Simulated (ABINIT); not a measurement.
The system is PbSe (Clausthalite).

```
CELL_PARAMETERS angstrom
0.00000 3.06065 3.06065
3.06065 0.00000 3.06065
3.06065 3.06065 0.00000
ATOMIC_POSITIONS crystal
Pb 0.00000 0.00000 0.00000
Se 0.50000 0.50000 0.50000
```

Base run:

```yaml
Program: ABINIT 10.8.3 (patched build)
Functional: PBEsol
Potentials_or_basis: PseudoDojo NC SR PBEsol v0.4.1 standard
Cutoff: 1061 eV
k_mesh: 6 × 6 × 6
Occupations: fermi-dirac, width 0.05 eV
Spin: no spin polarisation
```

Its results: band gap on the k mesh 0.21 eV, direct; pressure -0.8 GPa.

**Question.** After a change of settings the same cell gave: band gap on the k mesh 0.27 eV, direct; pressure 0.0 GPa. Which change was it?
A. functional from PBEsol to LDA; potentials or basis from PseudoDojo NC SR PBEsol v0.4.1 standard to JTH PAW LDA v2.0 sp; cutoff from 1061 eV to 272 eV; valence electrons from 30 to 10
B. functional from PBEsol to LDA; potentials or basis from PseudoDojo NC SR PBEsol v0.4.1 standard to PseudoDojo NC SR LDA v0.4.1 standard
C. functional from PBEsol to AM05; cutoff from 1061 eV to 1170 eV

**Answer.** C.

Caveats: spin-orbit coupling is left out, which as a rule narrows the gap of such compounds by several tenths of an eV; the potentials were made for another functional, which shifts forces and pressure (some runs).
